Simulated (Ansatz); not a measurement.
Relativistic treatment of Bi

```
Bi
1.0
     3.33628   -3.05540    0.00000
     3.33628    3.05540    0.00000
    -1.15098    0.00000    3.09291
Bi
2
Direct
  0.25180 0.25180 0.14900
  0.74820 0.74820 0.85100
```

Atom numbers follow the list: Bi1, Bi2.

The cell is a measured one (Crystallography Open Database entry 8100521); the temperature and pressure of the measurement aren't taken into account, and nothing was relaxed.

One fixed cell is solved with PBE by LAPW (all electrons) in Ansatz 0.2.0 under different relativistic treatments. Pressure is positive in compression.

No spin–orbit coupling, which matters for the heavy atoms here.

Sampling and basis: a Γ-centred 8×8×11 k mesh, Fermi–Dirac smearing of 0.05 eV, basis error target 0.25 meV/atom, no spin polarisation.

```
                          setting  P (GPa)  force Bi1 x (eV/Å)
              scalar-relativistic     4.09              -0.051
                 non-relativistic        ?                   ?
scalar-relativistic, point nuclei     4.10              -0.050
```

**Question.** Give the missing entry: row "non-relativistic", column "force Bi1 x (eV/Å)".

**Answer.** -0.098.

**Question.** Give the missing entry: row "non-relativistic", column "P (GPa)".

**Answer.** 7.04.
